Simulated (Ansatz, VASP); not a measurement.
**Two plane-wave programs on BaTiO3**

The input INCAR:

```
SYSTEM = BaTiO3
  PREC = Accurate
  ENCUT = 600
  EDIFF = 1E-6
  ISMEAR = -1
  SIGMA = 0.05
  LREAL = .FALSE.
  LASPH = .TRUE.
  NELM = 100
  ALGO = Normal
  ISIF = 3
  LWAVE = .FALSE.
  LCHARG = .FALSE.
  GGA = PS
  IBRION = 2
  NSW = 60
  EDIFFG = -0.02
```

Contents of KPOINTS:

```
regular mesh
0
G
  7 7 7
  0 0 0
```

Contents of POSCAR:

```
BaTiO3
1.0
    3.9998000000      0.0000000000      0.0000000000
    0.0000000000      3.9998000000      0.0000000000
    0.0000000000      0.0000000000      4.0180000000
Ba Ti O
1 1 3
Direct
    0.0000000000      0.0000000000      0.0000000000
    0.5000000000      0.5000000000      0.4900000000
    0.0000000000      0.5000000000      0.5170000000
    0.5000000000      0.0000000000      0.5170000000
    0.5000000000      0.5000000000      0.0190000000
```

Contents of input.yaml:

```yaml
crystal:
  lattice:
    - [3.9998, 0.0, 0.0]
    - [0.0, 3.9998, 0.0]
    - [0.0, 0.0, 4.018]
  atoms:
    - { symbol: Ba, position: [0.0, 0.0, 0.0] }
    - { symbol: Ti, position: [0.5, 0.5, 0.49] }
    - { symbol: O, position: [0.0, 0.5, 0.517] }
    - { symbol: O, position: [0.5, 0.0, 0.517] }
    - { symbol: O, position: [0.5, 0.5, 0.019] }
hamiltonian:
  xc: pbesol
  pseudopotentials: { kind: paw }
kpoints:
  mp_grid: { grid: [7, 7, 7] }
scf:
  occupations: { method: fermi_dirac, width: 0.05 }
output:
  forces: true
  stress: true
relax:
  f_tol: 0.01
  max_steps: 40
  cell: { stress_tol: 0.05 }
```

Alike in both runs: task relaxation of cell and atoms; functional PBEsol; k mesh 7 × 7 × 7; occupations fermi-dirac, width 0.05 eV; no spin polarisation.

```csv
,VASP,Ansatz
version,VASP 6.6.1,Ansatz 0.2.0
potentials or method,"VASP PAW PBE potentials, release 64 (Ba_sv, Ti_sv, O)",Ansatz PAW
plane-wave cutoff (eV),600,420
valence electrons in the cell,40,40
```

```tsv
	VASP	Ansatz	Ansatz less VASP
relaxed volume (Å³/atom)	12.79	12.65	-0.141
relaxed cell length with the largest relative difference (Å)	4.066	4.043	-0.0228
energy change over the relaxation (meV/atom)	-3	-5	-1.9
```

Caveats: spin-orbit coupling is left out, which moves the levels of the heavy elements; the PAW data sets were made with another functional, which shifts forces and pressure a little (VASP); an odd mesh through Γ misses points on the zone boundary, where band edges often lie (VASP); odd divisions of the mesh miss points on the zone boundary, where band edges often lie, so the gap on the mesh can be too wide (Ansatz); the plane-wave basis is chosen anew once the cell has moved, so the energies of steps on either side of that aren't comparable (Ansatz); the pressure holds a Pulay correction of +0.6 GPa for the finite cutoff (Ansatz); the PAW data sets come from PBE, with cores solved anew for the run's functional, which leaves a small shift of forces and pressure (Ansatz). A hybrid or GW would open this gap; PBEsol tends to underestimate it.
